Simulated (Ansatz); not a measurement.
# Si4C5: the cost of one run

Program: Ansatz 0.2.0. Level of theory: DFT PBEsol, scalar-relativistic, plane waves, PAW. These are calculated values, not measurements.

The COD entry's cell or inner coordinates are ideal or old and differ from later refinements, so a difference from it is no clean test against experiment.

1 further run of the same task is left out (set aside as unsound or not needed). Runs told in other sessions of the task aren't counted.

### Step 1. The system as given

Symmetry: Pmm2, No. 25, orthorhombic system. The conventional cell has a = 3.081 Å, b = 3.081 Å, c = 26.624 Å, α = 90.00°, β = 90.00°, γ = 90.00°. Around C (site symmetry mm2) lie 2 Si at 1.89 Å. Si (site symmetry mm2) has 4 C at 1.89 Å in its first shell of neighbours. Around C (site symmetry mm2) lie 4 Si at 1.89 Å. Around C (site symmetry mm2) lie 4 Si at 1.88 to 1.89 Å. Si (site symmetry mm2) is surrounded by 4 C at 1.88 Å. C (site symmetry mm2) has 4 Si at 1.88 to 1.90 Å in its first shell of neighbours. Si (site symmetry mm2) is surrounded by 3 C at 1.88 to 1.90 Å. Only part of the 9 independent sites is listed.

Structure file:

```cif
data_structure
_symmetry_space_group_name_H-M 'P 1'
_symmetry_Int_Tables_number 1
_cell_length_a 3.0806
_cell_length_b 3.0806
_cell_length_c 26.6241
_cell_angle_alpha 90.000
_cell_angle_beta 90.000
_cell_angle_gamma 90.000
_cell_volume 252.67
loop_
_atom_site_label
_atom_site_type_symbol
_atom_site_fract_x
_atom_site_fract_y
_atom_site_fract_z
_atom_site_occupancy
C1 C 0.00000 0.50000 0.31926 1
Si1 Si 0.50000 0.50000 0.36017 1
C2 C 0.50000 0.00000 0.40108 1
Si2 Si 0.00000 0.00000 0.44199 1
C3 C 0.00000 0.50000 0.48309 1
Si3 Si 0.50000 0.50000 0.52385 1
C4 C 0.50000 0.00000 0.56455 1
Si4 Si 0.00000 0.00000 0.60620 1
C5 C 0.00000 0.00000 0.67681 1
```

### Step 2. C put at a top Si site

input.yaml reads:

```yaml
crystal:
  lattice:
    - [3.0806203182, 0.0, 0.0]
    - [0.0, 3.0806203182, 0.0]
    - [0.0, 0.0, 26.6241463104]
  atoms:
    - { symbol: C, position: [0.0, 0.5, 0.3192590629] }
    - { symbol: Si, position: [0.5, 0.5, 0.3601679335] }
    - { symbol: C, position: [0.5, 0.0, 0.4010768042] }
    - { symbol: Si, position: [0.0, 0.0, 0.4419856749] }
    - { symbol: C, position: [0.0, 0.5, 0.4830872637] }
    - { symbol: Si, position: [0.5, 0.5, 0.5238468577] }
    - { symbol: C, position: [0.5, 0.0, 0.564552899] }
    - { symbol: Si, position: [0.0, 0.0, 0.6062020506] }
    - { symbol: C, position: [0.0, 0.0, 0.6768146434], spin: 2.0 }
basis:
  ecutwfc: 420
kpoints:
  mp_grid: { grid: [9, 9, 1] }
hamiltonian:
  xc: pbesol
scf:
  occupations: { method: gaussian, width: 0.05 }
output:
  forces: true
  eigenvalues: true
  populations: true
  write_density: true
  write_potential: true
  elf: true
  volumetric_format: npy
magnetization:
  spin_polarized: true
relax:
  adjacent_minimum: "off"
  f_tol: 0.03
  max_steps: 70
  constraints: [{ sites: [0, 1, 2, 3] }]
efield:
  axis: 3
  dipole_correction: true
  ramp_width: 0.04
```

Launch:

```sh
> ansatz run input.yaml --threads 2 --pin off --max-ram 5120MiB --backend cpu --events-out ev --progress --plain --runs-dir out
```

What time and memory should one allow on 2 threads of Intel Xeon 6975P-C (Granite Rapids), shared host?

About 2.1 min, with a peak of 0.99 GiB.
